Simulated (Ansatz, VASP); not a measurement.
One calculation of Ni, two programs

```
Ni
1.0
     2.28834    0.00000    0.00000
     0.00000    2.28834    0.00000
     0.00000    0.00000    2.28834
Ni
1
Direct
  0.00000 0.00000 0.00000
```

This isn't the form of Ni at room conditions, which is fcc.

Alike in both runs: task single point; functional PBEsol; k mesh 22 × 22 × 22; occupations fermi-dirac, width 0.05 eV; collinear spin.

|  | VASP | Ansatz |
| --- | --- | --- |
| version | VASP 6.6.1 | Ansatz 0.2.0 |
| potentials or method | VASP PAW PBE potentials, release 64 (Ni) | plane waves (420 eV) with PAW, scalar-relativistic |
| plane-wave cutoff (eV) | 520 | 420 |
| valence electrons in the cell | 10 | 18 |

Ansatz gave:

| Property | Result |
| --- | --- |
| net moment per atom (μB) | 0.52 |
| size of the moment on the site where the two differ most (μB) | 0.53 |

Q: What did VASP give for the same quantities?

A: net moment per atom (μB): 0.50; size of the moment on the site where the two differ most (μB): 0.50.

Site moments also hang on the region over which each program counts them. The two sets of potentials don't hold the same shells in valence. Ansatz warned: «pseudo_functional_mismatch».
